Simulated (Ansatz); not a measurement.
Zr: energy along a strain

Zr, P6_3/mmc, a = 3.232 Å, c = 5.147 Å (as given, not relaxed at this level: 0.5 GPa). Ansatz: PBE, PAW, 420 eV, Γ-centred 18×18×10 mesh on 2 atoms, Gaussian smearing 0.15 eV; no spin polarisation. Cell vectors (Å): 3.232 0.000 0.000; -1.616 2.799 0.000; 0.000 0.000 5.147. The cell is strained by x per cent times the pattern (0 0 0 0 1 0) in the order xx yy zz yz xz xy (engineering shears), with fractional coordinates held. y is the free energy over the start, V0 = 23.281 Å³/atom. Symmetry makes y even in x.

```
x (%) y (meV/atom)
-6.00             ?
-3.00          1.70
 0.00          0.00
 0.75          0.11
 1.50          0.43
 2.25          0.96
 3.75          2.66
 4.50          3.83
 5.25          5.21
```

Fit y = c2 x² + c4 x⁴ to the other rows, get the stiffness along the pattern, and predict the missing energy.

Least squares on the rows shown. y = 0.1893 x² − 1.123×10⁻⁵ x⁴. The clamped-ion stiffness p·C·p = 2 × 1.893 eV × 160.2 / 23.281 Å³ = 26 GPa, which is C55 in these axes (second derivative at the start, which stands under stress). At x = -6.00 the fit asked for gives 6.80 meV/atom. The run gave 6.80 meV/atom, the same to the digits shown.